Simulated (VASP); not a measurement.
# SnSe2 under changes of volume

One of the cells (26.241 Å³/atom); the others are scaled copies at fixed shape and fractional positions:

```xyz
3
Lattice="3.8362 0.0000 0.0000 -1.9181 3.3223 0.0000 0.0000 0.0000 6.1766" Properties=species:S:1:pos:R:3 pbc="T T T"
Sn    0.0000    0.0000    0.0000
Se    1.9181    1.1074    4.6387
Se    0.0000    2.2149    1.5380
```

```yaml
Program: VASP 6.6.1
Functional: PBEsol
Potentials_or_basis: VASP PAW PBE potentials, release 64 (Sn_d, Se)
Cutoff: 520 eV
k_mesh: 8 × 8 × 5
Occupations: fermi-dirac, width 0.05 eV
Spin: no spin polarisation
```

```csv
volume (Å³/atom),energy over the lowest point (meV/atom),pressure (GPa),gap on the mesh (eV),largest force (eV/Å)
24.182,58.41,8.1,0.80,1.301
24.697,35.58,6.1,0.78,1.056
25.212,18.93,4.3,0.76,0.830
26.241,1.70,1.2,0.71,0.430
26.755,0.00,-0.1,0.68,0.252
27.270,?,?,?,?
```

Task: What does the run at 27.270 Å³/atom give?

Result: Energy over the lowest point 2.27 meV/atom; pressure -1.3 GPa; gap on the mesh 0.66 eV; largest force 0.089 eV/Å.

Worked out: A Birch-Murnaghan fit of order 3 (a polynomial in V^(-2/3)) to the other rows has its minimum at 26.71 Å³/atom with B0 = V·E''(V) = 65 GPa and B' = 4.6 at fixed shape and positions, which overstates the stiffness. It gives 2.29 meV/atom at 27.270 Å³/atom, against the run's 2.27, and -dE/dV = -1.3 GPa, against -1.3. A straight line through the other rows of the gap, of slope -1.18 eV per unit of ln V, extrapolates to 0.66 eV, against the run's 0.66.

Energies are extrapolated to zero smearing.

Caveats: the PAW data sets were made with another functional, which shifts forces and pressure a little; spin-orbit coupling is left out, which moves the levels of the heavy elements; an odd mesh through Γ misses points on the zone boundary, where band edges often lie; this functional lacks dispersion, which binds the layers, so the pressure and a relaxed spacing across them are unreliable.
